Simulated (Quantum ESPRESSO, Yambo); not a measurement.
Planning a run of Yambo 5.3.0 on TePb (Fm-3m). The input:

```
optics
bss
bse
em1s
dipoles
rim_cut
RandQpts= 1000000
RandGvec= 1 RL
Chimod= "HARTREE"
BSKmod= "SEX"
BSEmod= "resonant"
BSSmod= "d"
BSENGexx= 20 Ry
BSENGBlk= 4 Ry
% BSEQptR
 1 | 1 |
%
% BSEBands
 21 | 25 |
%
% BEnRange
 0 | 3 | eV
%
% BDmRange
 0.1 | 0.1 | eV
%
BEnSteps= 61
% BLongDir
 1 | 0 | 0 |
%
% BndsRnXs
 14 | 38 |
%
NGsBlkXs= 4 Ry
% LongDrXs
 1 | 1 | 1 |
%
% KfnQP_E
 0.13 | 1.0 | 1.0 |
%
WRbsWF
FFTGvecs= 40 Ry
```

```sh
OMP_NUM_THREADS=1 mpirun -n 8 yambo -F bse9.in -J bse9 -C bse9 > bse9.log
```

The stored states that it reads are on a 8×8×8 mesh. It takes space group Fm-3m (No. 225, cubic). The conventional cell has a = 6.462 Å, b = 6.462 Å, c = 6.462 Å, α = 90.00°, β = 90.00°, γ = 90.00°. Nearest to Te lie 6 Pb at 3.23 Å. Nearest to Pb lie 6 Te at 3.23 Å. Farther neighbours and most contacts between anions are not listed.

Q: How long will it take on 8 MPI ranks of Arm Neoverse V1, shared host, and how much memory?

It took 1.9 min; on shared hardware allow 56 s to 3.7 min. Peak host memory was 5.0 GiB.

The kernel grows as the square of the matrix size, and full diagonalisation as its cube.

[Paths, hosts, dates, memory and timing lines, banners, echoed tables and standing remarks are left out of the program output.]

[Logs are printed without paths, hosts, clocks, repeated set-up lines and the standing remarks that a program may print on its own settings, such as how far it seeks lower states.]

[Runs of the session that timed out or met a known fault of the program may be left out.]

[Hosts, paths, dates, database ids (printed as entryN), source tags and the programs' standing remarks are cut or masked in the printed files.]
